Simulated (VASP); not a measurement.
Input of a VASP 6.6.1 run:

File INCAR:

```
SYSTEM = Ga2O3
PREC = Accurate ; ENCUT = 520
EDIFF = 1E-6 ; ISMEAR = 0
SIGMA = 0.015 ; LREAL = .FALSE.
LASPH = .TRUE. ; NELM = 80
ALGO = Normal ; ISIF = 2
LWAVE = .FALSE. ; LCHARG = .FALSE.
GGA = PE
```

The input KPOINTS:

```
Automatic mesh
0
G
  9 9 5
  0 0 0
```

Contents of POSCAR:

```
Ga2O3
1.0
    6.1070000000     -1.5185500000      0.0000000000
    6.1070000000      1.5185500000      0.0000000000
   -1.3859888959      0.0000000000      5.6300087380
Ga O
4 6
Direct
    0.3413400000      0.3413400000      0.6859800000
    0.6586600000      0.6586600000      0.3140200000
    0.9095000000      0.9095000000      0.2054000000
    0.0905000000      0.0905000000      0.7946000000
    0.5041000000      0.5041000000      0.7434000000
    0.4959000000      0.4959000000      0.2566000000
    0.8267000000      0.8267000000      0.4368000000
    0.1733000000      0.1733000000      0.5632000000
    0.8355000000      0.8355000000      0.8902000000
    0.1645000000      0.1645000000      0.1098000000
```

Potentials or basis: VASP PAW PBE potentials, release 64 (Ga_d, O).

The run is started by

```console
$ cat potpaw_PBE.64/Ga_d/POTCAR potpaw_PBE.64/O/POTCAR > POTCAR
$ mpirun -np 1 vasp_std > vasp.out
```

Problem. Estimate the band gap on the k mesh.

Solution. 2.42 eV, indirect (least direct gap 2.44 eV).

Problem. What does it give for the pressure?

Solution. 10.2 GPa.

Problem. Predict the largest force.

Solution. 0.245 eV/Å.

Stress tensor (GPa, compression positive):
```
 9.95  0.00  0.17
 0.00 10.98  0.00
 0.17  0.00  9.68
```

Caveat: an odd mesh through Γ misses points on the zone boundary, where band edges often lie. Expect the measured gap to be larger: semilocal functionals such as PBE lack the derivative discontinuity.
